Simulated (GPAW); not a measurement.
The system is TiCo3.

```
Co Ti
1.0
     3.57100    0.00000    0.00000
     0.00000    3.57100    0.00000
     0.00000    0.00000    3.57100
Co Ti
3 1
Direct
  0.50000 0.50000 0.00000
  0.50000 0.00000 0.50000
  0.00000 0.50000 0.50000
  0.00000 0.00000 0.00000
```

```yaml
Program: GPAW 26.7.0
Task: relaxation of cell and atoms
Functional: PBEsol
Dispersion: D4
Potentials_or_basis: PAW data sets generated in the run's folder for this functional
Cutoff: 600 eV
Basis: pw
k_mesh: 6 × 6 × 6
Occupations: fermi-dirac, width 0.05 eV
Spin: collinear spin, ferromagnetic start
Starting_moments: "[2.0, 2.0, 2.0, 1.0] μB"
```

At the start: pressure -6.3 GPa; volume 11.38 Å³/atom.

Problem. How do energy, volume and symmetry change on relaxing?

Solution. Over 3 steps the energy falls by 3.0 meV/atom and the volume is 11.03 Å³/atom (-3.1 %); space group Pm-3m (No. 221, to 0.05 Å); moment 2.37 μB per cell.

The path:
```csv
step,energy change (eV),largest force (eV/Å),pressure (GPa),volume (Å³)
1,0.0000,0.0000,-6.34,45.54
2,-0.0056,0.0000,-5.39,45.32
3,-0.0121,0.0000,0.02,44.13
```

Final structure:
```xyz
4
Lattice="3.5339 0.0000 0.0000 0.0000 3.5339 0.0000 0.0000 0.0000 3.5339" Properties=species:S:1:pos:R:3 pbc="T T T"
Co    1.7670    1.7670    0.0000
Co    1.7670    0.0000    1.7670
Co    0.0000    1.7670    1.7670
Ti    0.0000    0.0000    0.0000
```

Caveat: each step starts from the last one's moments, so a moment once lost doesn't come back; later steps reuse the first step's grids; pairwise dispersion overbinds metals, which lowers pressure and volume.
